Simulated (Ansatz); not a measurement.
Here is an Ansatz 0.2.0 calculation.

File input.yaml:

```yaml
crystal:
  lattice:
    - [-1.66395, 1.66395, 1.66395]
    - [1.66395, -1.66395, 1.66395]
    - [1.66395, 1.66395, -1.66395]
  atoms:
    - { symbol: Nb, position: [0.0, 0.0, 0.0] }
kpoints:
  mp_grid: { grid: [11, 11, 11] }
scf:
  occupations: { method: fermi_dirac, width: 0.05 }
hamiltonian:
  xc: pbesol
  dispersion: d4
  pseudopotentials: { kind: all_electron, lapw: { basis_error: 0.001 } }
output:
  forces: true
  stress: true
relax:
  f_tol: 0.005
  max_steps: 60
  cell: {}
```

Potentials or basis: all-electron LAPW, scalar-relativistic.

Command:

```sh
$ ansatz run input.yaml --threads 1 --pin off --max-ram 3072MiB --backend cpu --events-out ev --progress --plain --runs-dir out
```

Question: Estimate the relaxed volume.

Answer: 17.43 Å³/atom.

Question: What does it give for the relaxed cell?

Answer: a = 2.829 Å, b = 2.829 Å, c = 2.829 Å, α = 109.47°, β = 109.47°, γ = 109.47°.

Step by step:
```
step  energy change (eV)  largest force (eV/Å)  volume (Å³)
   1              0.0000                0.0000        18.43
   2             -0.0303                0.0000        17.51
   3             -0.0306                0.0000        17.43
   4             -0.0306                0.0000        17.43
```
